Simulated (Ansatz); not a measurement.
# ZnCu: levels along high-symmetry lines

```yaml
crystal:
  lattice:
    - [2.94500, 0.00000, 0.00000]
    - [0.00000, 2.94500, 0.00000]
    - [0.00000, 0.00000, 2.94500]
  atoms:
    - { symbol: Zn, position: [0.50000, 0.50000, 0.50000] }
    - { symbol: Cu, position: [0.00000, 0.00000, 0.00000] }
```

Atoms are numbered in the order listed.

The cell is COD entry 9008814, as deposited and not checked against the literature; nothing was relaxed.

Theory: DFT, PBE, all-electron LAPW, Dirac equation with spin-orbit coupling in Ansatz 0.2.0.

Sampling and basis: a Γ-centred 14×14×14 k mesh, Fermi–Dirac smearing of 0.05 eV, basis error target 0.5 meV/atom, no spin polarisation.

Points in fractions of the reciprocal vectors of this cell: Γ (0, 0, 0), X (0, 0.5, 0), M (0.5, 0.5, 0), R (0.5, 0.5, 0.5). The path runs Γ–X–M–Γ–R–X–R–M. Energies are in eV from the Fermi level; (×n) counts levels within 4 meV of each other, which need not be degenerate by symmetry.

Is there a gap?

none: bands cross the Fermi level, a metal.

List the levels between -20 and 4.5 eV at the symmetry points.


Γ: -10.38 (×2), -7.87 (×4), -7.17 (×4), -6.99 (×2), -3.59 (×4), -2.76 (×4), -2.60 (×2)
X: -7.90 (×2), -7.67 (×2), -7.34 (×2), -7.22 (×2), -6.99 (×2), -6.17 (×2), -5.17 (×2), -3.72 (×2), -3.35 (×2), -3.22 (×2), -2.77 (×2), -1.99 (×2)
M: -8.08 (×2), -7.79 (×2), -7.39 (×2), -7.33 (×2), -6.81 (×2), -4.67 (×2), -3.40 (×2), -2.89 (×2), -2.84 (×2), -2.46 (×2), -1.94 (×2), -1.93 (×2), 1.76 (×2), 2.06 (×2)
R: -7.81 (×4), -7.59 (×2), -6.80 (×4), -4.34 (×4), -4.24 (×2), -2.45 (×4), 3.83 (×2), 4.21 (×2), 4.33 (×4), 4.45 (×2)
